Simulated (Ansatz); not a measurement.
# InP (F-43m) in Ansatz: notebook

Runs on InP. Level: PBEsol. Tasks: band structure.

Everything below comes from runs of Ansatz 0.2.0. Logs are shortened: lines on timing, memory, paths and dates and some standing lists are left out, and cuts for length are marked.

**Measured values to compare with.**

From a printed reference work, data compilation, for a bulk crystal of InP at 1.6 K: band gap 1.4236 eV (direct).

The runs below are set against these values where they give the same quantity.

## 1. The structure

Symmetry: F-43m, No. 216, cubic system. The conventional cell has a = 5.861 Å, b = 5.861 Å, c = 5.861 Å, α = 90.00°, β = 90.00°, γ = 90.00°. In (site symmetry -43m) has 4 P at 2.54 Å as nearest neighbours. Around P (site symmetry -43m) lie 4 In at 2.54 Å.

## 2. Band structure, PBEsol

input.yaml

```yaml
crystal:
  lattice:
    - [0.0, 2.9305, 2.9305]
    - [2.9305, 0.0, 2.9305]
    - [2.9305, 2.9305, 0.0]
  atoms:
    - { symbol: In, position: [0.0, 0.0, 0.0] }
    - { symbol: P, position: [0.75, 0.75, 0.75] }
kpoints:
  mp_grid: { grid: [8, 8, 8] }
  band_path:
    path:
      - [0.0, 0.0, 0.0]
      - [0.5, 0.0, 0.5]
      - [0.5, 0.25, 0.75]
      - [0.375, 0.375, 0.75]
      - [0.0, 0.0, 0.0]
      - [0.5, 0.5, 0.5]
      - [0.625, 0.25, 0.625]
      - [0.5, 0.25, 0.75]
    npoints: 12
scf:
  occupations: { method: fermi_dirac, width: 0.05 }
hamiltonian:
  xc: pbesol
  pseudopotentials:
    kind: all_electron
    lapw: { basis_error: 0.001 }
    relativity: none
output:
  forces: true
  stress: true
  eigenvalues: true
```

Potentials or basis: all-electron LAPW, non-relativistic.

Command:

```sh
ansatz run input.yaml --threads 1 --pin off --max-ram 3072MiB --backend cpu --events-out ev --progress --plain --runs-dir out
```

What it wrote:

```text
Warning: RAYON_NUM_THREADS=1 ignored (pool sized by the plan → 1); use --threads N
LAPW: plane waves up to 8.016 Å⁻¹, error target 1.0e-3 eV per atom; P in spheres of 1.106 Å, 13 of its electrons in bands, Dirac shells []; In in spheres of 1.432 Å, 21 of its electrons in bands, Dirac shells [] (how accurate: hamiltonian.pseudopotentials.lapw.basis_error, Limitations)
Engine: ansatz 0.2.0, aarch64-unknown-linux-gnu
Pseudopotentials: kind: all_electron
Pseudopotential: In, LAPW, valence charge 21, lapw/all_electron/none/In, Schrödinger's equation, point nucleus
Pseudopotential: P, LAPW, valence charge 13, lapw/all_electron/none/P, Schrödinger's equation, point nucleus
Functional definition: PBEsol
  exchange = pbesol_x
  correlation = pbesol_c
Crystal: 2 atoms, lattice volume = 50.333 Å³
Basis set: ecut = 244.79997176556572 eV, 411 PW (Γ), exchange–correlation at level 2
Bands: 21, of which v1, the nominal top of the filled ones, is band 17 counted from 1 (16 counted from 0)
Symmetry: 24 space group operations
Space group: F-43m (ITA 216), of the structure as read, at distance tolerance 3.7e-5 Å
k-points: 29 of 512 (time reversal used)
Non-local potential: In, projectors of the file, none
Non-local potential: P, projectors of the file, none
Initial density: superposition of atomic densities (chi_scale 0.1, normalization cell, long waves kept (reshape's long-wave potential 0.00 eV rms))
Initial wavefunctions: plane waves of lowest kinetic energy (no species holds an atomic orbital)
Functional: x = pbesol(κ = 0.804, μ = 0.12345679012345678), c = pbesol(β = 0.046)
iter 1 solved again at ethr=3.83e-3 eV; its pass at ethr=1.00e-1 eV (dr2=1.30e0 eV) is discarded
SCF iter   1: F=—  HF=-165456.348256 eV  |F-HF|=—  |Δ(HF+E_count)|=         —  Δρ=3.72e-2  dr2=1.30e0  ethr=3.83e-3  ⟨swp⟩=2.0  Hψ=4178  notcnv=0
preconditioner: auto → none  [insulator: Δε(μ)=1.600 eV  Ē_g=14.811 eV  σ=0.050 eV  W_gap=1.00  n_scr=14 (ndim 8)  ℏωp=22.2 eV  f_vac=0.028  D(μ)=0.00/eV (n_scr^D=0)  ε∞_Penn≈3.2]
iter 2 solved again at ethr=1.83e-4 eV; its pass at ethr=3.83e-3 eV (dr2=6.24e-2 eV) is discarded
SCF iter   2: F=—  HF=-165455.921354 eV  |F-HF|=—  |Δ(HF+E_count)|=   4.27e-1  Δρ=1.22e-2  dr2=6.24e-2  ethr=1.83e-4  ⟨swp⟩=2.0  Hψ=3199  notcnv=0
SCF iter   3: F=—  HF=-165455.891703 eV  |F-HF|=—  |Δ(HF+E_count)|=         —  Δρ=5.84e-3  dr2=1.40e-2  ethr=1.83e-4  ⟨swp⟩=2.0  Hψ=1798  notcnv=0
the basis was enlarged: its passes take 495.5 KiB over the memory plan, 1 of 1 planned eigensolver slots
SCF iter   4: F=—  HF=-165455.889642 eV  |F-HF|=—  |Δ(HF+E_count)|=   2.06e-3  Δρ=1.24e-3  dr2=7.81e-4  ethr=4.10e-5  ⟨swp⟩=2.0  Hψ=1682  notcnv=0
SCF iter   5: F=—  HF=-165455.889134 eV  |F-HF|=—  |Δ(HF+E_count)|=   5.08e-4  Δρ=1.62e-4  dr2=1.06e-5  ethr=2.30e-6  ⟨swp⟩=2.0  Hψ=1682  notcnv=0
SCF iter   6: F=—  HF=-165455.889144 eV  |F-HF|=—  |Δ(HF+E_count)|=   9.59e-6  Δρ=3.09e-5  dr2=3.64e-7  ethr=3.12e-8  ⟨swp⟩=3.0  Hψ=1777  notcnv=0
SCF iter   7: F=-165455.889144 eV  HF=-165455.889144 eV  |F-HF|=8.73e-10  |Δ(HF+E_count)|=   5.72e-7  Δρ=2.33e-6  dr2=3.67e-9  ethr=1.07e-9  ⟨swp⟩=3.0  Hψ=1790  notcnv=0
SCF 1 converged in 7 iterations: F = -165455.889144 eV  dr2 = 3.67e-9
NSCF: frozen V_eff on 85 k-points
SCF converged after 7 iterations
Free energy (F): -165455.889144 eV
Harris-Foulkes:  -165455.889144 eV  (|F-HF|=8.73e-10)
Internal energy: -165455.889144 eV  (E = F + TS)
E sigma→0 (E₀):  -165455.889144 eV
Entropy (-TS):   -0.000000 eV (-0.000 meV/atom)
Fermi energy:    9.706825 eV
--- Per-component energies (eV) ---
  E_band       = -1555.312868
  E_kinetic    = 165372.126368
  E_xc         = -4784.857573
  E_electrostatic = -326043.157940  (all electrons and nuclei)
  E_smearing   = -0.000000  (= −TS)
  E_closure    = 0.000000  (closes the sum)
  E_atoms      = -165446.355468  (free atoms, spherical and without spin; not in F)
  Σ components = -165455.889144   (vs F -165455.889144, Δ=0.00e0)
  Basis errors (estimates in eV, not in F): energy 4.5e-4 per atom: plane waves 4.1e-4 (2.4e-4 summed), levels above the bands 1.3e-55, relativity 0.0e0, radial functions 4.5e-5, core shells 5.8e-8; eigenvalues (radial functions only) 1.2e-6; not estimated: angular momenta, meshes, grids; target (lapw.basis_error) 1.0e-3; muffin-tin radii P 1.106 Å, In 1.432 Å
--- Forces (eV/Å), atoms counted from 1 ---
  atom   1  In     0.00000000    -0.00000000     0.00000000
  atom   2  P     -0.00000000     0.00000000     0.00000000
  max |Σ_I F_I| component: 1.62e-17 eV/Å
--- Stress (GPa, compression-positive) ---
        2.131005       0.000000      -0.000000
        0.000000       2.131005       0.000000
       -0.000000       0.000000       2.131005
  P = ⅓ Tr σ = 2.1310 GPa (21.310 kbar)
--- Band table (eV; the first three rows and the last of 29) ---
  k-point 0: bands = ["-157.0333", "-108.7115", "-108.7115", "-108.7115", "-96.7151", "-62.1431", "-62.1431", "-62.1431", "-6.0275", "-6.0275", "-6.0275", "-5.8922", "-5.8922", "-2.1887", "9.1037", "9.1037", "9.1037", "10.2467", "13.1996", "13.1996", "13.1996"]
  k-point 1: bands = ["-157.0333", "-108.7116", "-108.7116", "-108.7116", "-96.7151", "-62.1431", "-62.1431", "-62.1431", "-6.0386", "-6.0211", "-6.0211", "-5.8921", "-5.8921", "-2.0208", "7.7104", "8.9211", "8.9211", "11.0671", "13.3833", "13.4754", "13.4754"]
  k-point 2: bands = ["-157.0333", "-108.7116", "-108.7116", "-108.7116", "-96.7151", "-62.1432", "-62.1431", "-62.1431", "-6.0650", "-6.0073", "-6.0073", "-5.8899", "-5.8899", "-1.5489", "5.8422", "8.5575", "8.5575", "11.2221", "13.8762", "13.8762", "14.4444"]
  k-point 28: bands = ["-157.0333", "-108.7116", "-108.7116", "-108.7116", "-96.7151", "-62.1433", "-62.1433", "-62.1432", "-6.1278", "-5.9772", "-5.9429", "-5.9107", "-5.8784", "0.1145", "3.9680", "6.1187", "6.1747", "13.2148", "13.9050", "14.6222", "15.1598"]
```

It took 19 s on 1 thread of Arm Neoverse V1, shared host; peak memory 0.26 GiB.

What came out:

```yaml
Free_energy: -165455.8891 eV
Pressure: 2.1 GPa
Band_gap_on_the_k_mesh: 1.14 eV, direct
Band_gap_along_the_path: 1.14 eV, direct
```

Levels at the corners of the path, in eV from the valence-band top:
| point | band 13 | band 14 | band 15 | band 16 | band 17 | band 18 | band 19 | band 20 | band 21 |
| --- | --- | --- | --- | --- | --- | --- | --- | --- | --- |
| Γ | -15.00 | -11.29 | 0.00 | 0.00 | 0.00 | 1.14 | 4.10 | 4.10 | 4.10 |
| X | -14.96 | -9.06 | -5.34 | -2.31 | -2.31 | 1.58 | 2.47 | 9.28 | 9.63 |
| W | -14.98 | -8.99 | -5.14 | -2.98 | -2.93 | 4.11 | 4.80 | 5.52 | 6.06 |
| K | -14.98 | -9.07 | -5.18 | -3.34 | -1.92 | 2.35 | 4.53 | 7.47 | 7.52 |
| Γ | -15.00 | -11.29 | 0.00 | 0.00 | 0.00 | 1.14 | 4.10 | 4.10 | 4.10 |
| L | -14.98 | -9.66 | -5.50 | -0.95 | -0.95 | 1.85 | 4.73 | 4.73 | 6.88 |
| U | -14.98 | -9.07 | -5.18 | -3.34 | -1.92 | 2.35 | 4.53 | 7.47 | 7.52 |
| W | -14.98 | -8.99 | -5.14 | -2.98 | -2.93 | 4.11 | 4.80 | 5.52 | 6.06 |

Caveat: relativity is left out, which matters for the heavier elements; spin-orbit coupling is left out, which moves the levels of the heavy elements.

## 3. Band structure, PBEsol

Edit input.yaml of step 2 so:

```diff
@@ -25,6 +25,3 @@
   xc: pbesol
-  pseudopotentials:
-    kind: all_electron
-    lapw: { basis_error: 0.001 }
-    relativity: none
+  pseudopotentials: { kind: all_electron, datasets: crystal }
 output:
@@ -33 +30,3 @@
   eigenvalues: true
+  elf: true
+  volumetric_format: npy
```

Potentials or basis: all-electron PAW datasets made for the crystal.

Command:

```sh
ansatz run input.yaml --threads 1 --pin off --max-ram 3072MiB --backend cpu --events-out ev --progress --plain --runs-dir out
```

Wall time 20 s (1 thread of Arm Neoverse V1, shared host); peak memory 0.52 GiB.

It converged, with:

* Free energy: -169267.3241 eV
* Pressure: 0.6 GPa
* Band gap on the k mesh: 0.61 eV, direct
* Band gap along the path: 0.61 eV, direct

Levels at the corners of the path, in eV from the valence-band top:
```
point  band 6  band 7  band 8  band 9  band 10  band 11  band 12  band 13
    Γ  -11.55    0.00    0.00    0.00     0.61     4.01     4.01     4.01
    X   -9.13   -5.81   -2.35   -2.35     1.63     2.17     9.09     9.52
    W   -9.05   -5.66   -3.00   -2.96     4.19     4.34     5.47     6.07
    K   -9.14   -5.67   -3.36   -1.96     2.25     4.32     7.42     7.44
    Γ  -11.55    0.00    0.00    0.00     0.61     4.01     4.01     4.01
    L   -9.80   -5.80   -0.98   -0.98     1.40     4.73     4.73     6.95
    U   -9.14   -5.67   -3.36   -1.96     2.25     4.32     7.42     7.44
    W   -9.05   -5.66   -3.00   -2.96     4.19     4.34     5.47     6.07
```

Caveat: spin-orbit coupling is left out, which moves the levels of the heavy elements.

## 4. Band structure, PBEsol

Edit input.yaml of step 3 so:

```diff
@@ -25,3 +25,6 @@
   xc: pbesol
-  pseudopotentials: { kind: all_electron, datasets: crystal }
+  pseudopotentials:
+    kind: all_electron
+    lapw: { basis_error: 0.001 }
+    dirac_shells: { In: ["3p", "3d"], P: ["2p"] }
 output:
@@ -30,3 +33 @@
   eigenvalues: true
-  elf: true
-  volumetric_format: npy
```

Potentials or basis: all-electron LAPW, inner shells corrected to Dirac's equation.

Command:

```sh
ansatz run input.yaml --threads 1 --pin off --max-ram 3072MiB --backend cpu --events-out ev --progress --plain --runs-dir out
```

What it wrote:

```text
Warning: RAYON_NUM_THREADS=1 ignored (pool sized by the plan → 1); use --threads N
LAPW: plane waves up to 8.016 Å⁻¹, error target 1.0e-3 eV per atom; small_component_spin mean_spin; P in spheres of 1.105 Å, 13 of its electrons in bands, Dirac shells [2p]; In in spheres of 1.432 Å, 21 of its electrons in bands, Dirac shells [2p, 3p, 3d] (how accurate: hamiltonian.pseudopotentials.lapw.basis_error, Limitations)
[... 2 set-up lines as earlier in the session ...]
Pseudopotential: In, LAPW, valence charge 21, lapw/all_electron/scalar/gaussian/In, Koelling and Harmon's equation with Dirac's for 2p 3p 3d, gaussian nucleus
Pseudopotential: P, LAPW, valence charge 13, lapw/all_electron/scalar/gaussian/P, Koelling and Harmon's equation with Dirac's for 2p, gaussian nucleus
[... 3 set-up lines as earlier in the session ...]
Crystal: 2 atoms, lattice volume = 50.333 Å³
Basis set: ecut = 244.79571731588325 eV, 411 PW (Γ), exchange–correlation at level 2
Bands: 21, of which v1, the nominal top of the filled ones, is band 17 counted from 1 (16 counted from 0)
[... 2 set-up lines as earlier in the session ...]
k-points: 29 of 512 (time reversal used)
[... 5 set-up lines as earlier in the session ...]
iter 1 solved again at ethr=3.29e-3 eV; its pass at ethr=1.00e-1 eV (dr2=1.12e0 eV) is discarded
SCF iter   1: F=—  HF=-169309.555809 eV  |F-HF|=—  |Δ(HF+E_count)|=         —  Δρ=3.50e-2  dr2=1.12e0  ethr=3.29e-3  ⟨swp⟩=2.0  Hψ=4157  notcnv=0
preconditioner: auto → none  [insulator: Δε(μ)=1.033 eV  Ē_g=14.195 eV  σ=0.050 eV  W_gap=1.00  n_scr=14 (ndim 8)  ℏωp=22.2 eV  f_vac=0.041  D(μ)=0.00/eV (n_scr^D=0)  ε∞_Penn≈3.4]
iter 2 solved again at ethr=1.87e-4 eV; its pass at ethr=3.29e-3 eV (dr2=6.35e-2 eV) is discarded
SCF iter   2: F=—  HF=-169309.183296 eV  |F-HF|=—  |Δ(HF+E_count)|=   3.73e-1  Δρ=1.20e-2  dr2=6.36e-2  ethr=1.87e-4  ⟨swp⟩=2.0  Hψ=3198  notcnv=0
SCF iter   3: F=—  HF=-169309.152508 eV  |F-HF|=—  |Δ(HF+E_count)|=   3.08e-2  Δρ=5.79e-3  dr2=1.35e-2  ethr=1.87e-4  ⟨swp⟩=2.0  Hψ=1798  notcnv=0
SCF iter   4: F=—  HF=-169309.150536 eV  |F-HF|=—  |Δ(HF+E_count)|=         —  Δρ=1.20e-3  dr2=7.47e-4  ethr=3.97e-5  ⟨swp⟩=2.0  Hψ=1683  notcnv=0
the basis was enlarged: its passes take 524.9 KiB over the memory plan, 1 of 1 planned eigensolver slots
SCF iter   5: F=—  HF=-169309.150067 eV  |F-HF|=—  |Δ(HF+E_count)|=   4.69e-4  Δρ=1.52e-4  dr2=9.92e-6  ethr=2.20e-6  ⟨swp⟩=2.1  Hψ=1685  notcnv=0
SCF iter   6: F=—  HF=-169309.150077 eV  |F-HF|=—  |Δ(HF+E_count)|=   1.02e-5  Δρ=2.94e-5  dr2=3.52e-7  ethr=2.92e-8  ⟨swp⟩=3.0  Hψ=1782  notcnv=0
SCF iter   7: F=-169309.150078 eV  HF=-169309.150078 eV  |F-HF|=4.05e-9  |Δ(HF+E_count)|=   5.97e-7  Δρ=2.70e-6  dr2=4.27e-9  ethr=1.04e-9  ⟨swp⟩=3.0  Hψ=1794  notcnv=0
SCF 1 converged in 7 iterations: F = -169309.150078 eV  dr2 = 4.27e-9
NSCF: frozen V_eff on 85 k-points
SCF converged after 7 iterations
Free energy (F): -169309.150078 eV
Harris-Foulkes:  -169309.150078 eV  (|F-HF|=4.05e-9)
Internal energy: -169309.150066 eV  (E = F + TS)
E sigma→0 (E₀):  -169309.150072 eV
Entropy (-TS):   -0.000011 eV (-0.006 meV/atom)
Fermi energy:    9.338159 eV
--- Per-component energies (eV) ---
  E_band       = -1584.237198
  E_kinetic    = 177435.840531
  E_xc         = -4897.260261
  E_electrostatic = -341847.730336  (all electrons and nuclei)
  E_smearing   = -0.000011  (= −TS)
  E_closure    = 0.000000  (closes the sum)
  E_atoms      = -169300.026430  (free atoms, spherical and without spin; not in F)
  Σ components = -169309.150078   (vs F -169309.150078, Δ=0.00e0)
  Basis errors (estimates in eV, not in F): energy 4.5e-4 per atom: plane waves 4.1e-4 (2.4e-4 summed), levels above the bands 4.7e-58, relativity 1.0e-8, radial functions 4.0e-5, core shells 6.8e-8; eigenvalues (radial functions only) 1.1e-6; not estimated: angular momenta, meshes, grids; target (lapw.basis_error) 1.0e-3; muffin-tin radii P 1.105 Å, In 1.432 Å
--- Forces (eV/Å), atoms counted from 1 ---
  atom   1  In     0.00000000    -0.00000000     0.00000000
  atom   2  P     -0.00000000     0.00000000     0.00000000
  max |Σ_I F_I| component: 2.78e-17 eV/Å
--- Stress (GPa, compression-positive) ---
        0.605357      -0.000000      -0.000000
       -0.000000       0.605357       0.000000
       -0.000000       0.000000       0.605357
  P = ⅓ Tr σ = 0.6054 GPa (6.054 kbar)
--- Band table (eV; the first three rows and the last of 29) ---
  k-point 0: bands = ["-158.2828", "-109.0204", "-109.0204", "-109.0204", "-105.7969", "-64.3238", "-64.3238", "-64.3238", "-5.1620", "-5.1620", "-5.1620", "-5.0065", "-5.0065", "-2.5459", "8.9996", "8.9996", "8.9996", "9.6145", "13.0130", "13.0130", "13.0130"]
  k-point 1: bands = ["-158.2828", "-109.0204", "-109.0204", "-109.0204", "-105.7968", "-64.3239", "-64.3239", "-64.3239", "-5.1814", "-5.1544", "-5.1544", "-5.0065", "-5.0065", "-2.3658", "7.4265", "8.8100", "8.8100", "10.5792", "13.1556", "13.2933", "13.2933"]
  k-point 2: bands = ["-158.2828", "-109.0204", "-109.0204", "-109.0204", "-105.7968", "-64.3240", "-64.3239", "-64.3239", "-5.2256", "-5.1383", "-5.1383", "-5.0040", "-5.0040", "-1.8622", "5.5153", "8.4338", "8.4338", "10.7049", "13.7182", "13.7182", "14.2232"]
  k-point 28: bands = ["-158.2828", "-109.0204", "-109.0204", "-109.0204", "-105.7968", "-64.3240", "-64.3240", "-64.3239", "-5.3159", "-5.1014", "-5.0644", "-5.0281", "-4.9914", "-0.0516", "3.3411", "6.0003", "6.0363", "13.1937", "13.3392", "14.4716", "15.0734"]
```

Wall time 21 s (1 thread of Arm Neoverse V1, shared host); peak memory 0.27 GiB.

What came out:

| Property | Result |
| --- | --- |
| Free energy | -169309.1501 eV |
| Pressure | 0.6 GPa |
| Band gap on the k mesh | 0.61 eV, direct |
| Band gap along the path | 0.61 eV, direct |

Levels at the corners of the path, in eV from the valence-band top:
| point | band 14 | band 15 | band 16 | band 17 | band 18 | band 19 | band 20 | band 21 |
| --- | --- | --- | --- | --- | --- | --- | --- | --- |
| Γ | -11.55 | 0.00 | 0.00 | 0.00 | 0.61 | 4.01 | 4.01 | 4.01 |
| X | -9.13 | -5.81 | -2.35 | -2.35 | 1.63 | 2.17 | 9.09 | 9.52 |
| W | -9.05 | -5.66 | -3.00 | -2.96 | 4.19 | 4.34 | 5.47 | 6.07 |
| K | -9.14 | -5.67 | -3.36 | -1.96 | 2.25 | 4.32 | 7.42 | 7.44 |
| Γ | -11.55 | 0.00 | 0.00 | 0.00 | 0.61 | 4.01 | 4.01 | 4.01 |
| L | -9.80 | -5.80 | -0.98 | -0.98 | 1.40 | 4.73 | 4.73 | 6.95 |
| U | -9.14 | -5.67 | -3.36 | -1.96 | 2.25 | 4.32 | 7.42 | 7.44 |
| W | -9.05 | -5.66 | -3.00 | -2.96 | 4.19 | 4.34 | 5.47 | 6.07 |

Caveat: spin-orbit coupling is left out, which moves the levels of the heavy elements.

## 5. Summary

```tsv
potentials or basis	cutoff (eV)	basis error allowed	gap on the mesh (eV)	pressure (GPa)
all-electron LAPW, non-relativistic	245	0.001 eV/atom	1.14	2.1
all-electron PAW datasets made for the crystal	240	-	0.61	0.6
all-electron LAPW, inner shells corrected to Dirac's equation	245	0.001 eV/atom	0.61	0.6
```

Alike in all rows: task band structure; level PBEsol; no spin polarisation; cell as given; k mesh 8 × 8 × 8; smearing fermi-dirac 0.05 eV.

Caveats: spin-orbit coupling is left out, which moves the levels of the heavy elements; relativity is left out, which matters for the heavier elements (some runs).

Compare energies only between runs with the same functional and basis.

## 6. Comparison with measurements

Step 2. A measured gap of InP is 1.4236 eV (direct; 1.6 K; a printed reference work, data compilation); the calculated 1.14 eV misses it by -0.28 eV. Spin-orbit coupling on In is left out. The value is that of PBEsol, without temperature or zero-point motion. Semilocal functionals fall short of measured gaps as a rule.

Step 3. Measured gap of InP: 1.4236 eV (direct; 1.6 K; a printed reference work, data compilation). This calculation gives 0.61 eV (-0.81 eV). Spin-orbit coupling on In is left out. The value is that of PBEsol, without temperature or zero-point motion. Semilocal functionals fall short of measured gaps as a rule.

Step 4. A measured gap of InP is 1.4236 eV (direct; 1.6 K; a printed reference work, data compilation); the calculated 0.61 eV misses it by -0.81 eV. Spin-orbit coupling on In is left out. The value is that of PBEsol, without temperature or zero-point motion. Semilocal functionals fall short of measured gaps as a rule.
